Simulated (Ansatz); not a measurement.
Wanted: the native input for an Ansatz 0.2.0 run.

- Task: relaxation of cell and atoms
- Functional: PBEsol
- Dispersion: D4
- Potentials or basis: Ansatz PAW
- Cutoff: 420 eV (not typed: the program's choice for these potentials)
- k mesh: 10 × 10 × 10
- Occupations: fermi-dirac, width 0.05 eV
- Spin: no spin polarisation

Crystal: As.

```
As
1.0
     2.70368    0.00000    0.00000
     0.00000    2.70368    0.00000
     0.00000    0.00000    2.70368
As
1
Direct
  0.50000 0.50000 0.50000
```

This isn't the form of As at room conditions, which is rhombohedral.

One way to write it, as run:

input.yaml

```yaml
crystal:
  lattice:
    - [2.7036817444, 0.0, 0.0]
    - [0.0, 2.7036817444, 0.0]
    - [0.0, 0.0, 2.7036817444]
  atoms:
    - { symbol: As, position: [0.5, 0.5, 0.5] }
hamiltonian:
  xc: pbesol
  pseudopotentials: { kind: paw }
  dispersion: d4
kpoints:
  mp_grid: { grid: [10, 10, 10] }
scf:
  occupations: { method: fermi_dirac, width: 0.05 }
output:
  forces: true
  stress: true
  eigenvalues: true
relax:
  f_tol: 0.01
  max_steps: 40
  cell: { stress_tol: 0.05 }
```

Potentials or basis: Ansatz PAW.

Run with:

```sh
$ ansatz run input.yaml --threads 2 --pin off --max-ram 5632MiB --backend cpu --events-out ev --progress --plain --runs-dir out
```

It gave:

```yaml
Relaxed_volume: 18.95 Å³/atom
Relaxed_cell: a = 2.666 Å, b = 2.666 Å, c = 2.666 Å, α = 90.00°, β = 90.00°, γ = 90.00°
Space_group_after_relaxing_to_0.05_Å: Pm-3m (No. 221)
Energy_gained_by_relaxing: 9.7 meV/atom
Ionic_steps: 5
Pressure_after_relaxing: 0.0 GPa
Band_gap_on_the_k_mesh: none (metal or under the smearing width)
```

Caveat: the plane-wave basis is chosen anew once the cell has moved, so the energies of steps on either side of that aren't comparable; pairwise dispersion overbinds metals, which lowers pressure and volume; the PAW data sets come from PBE, with cores solved anew for the run's functional, which leaves a small shift of forces and pressure.

Run time: 2.5 s on 2 threads of Arm Neoverse V2, on a shared host, peak memory 0.27 GiB.
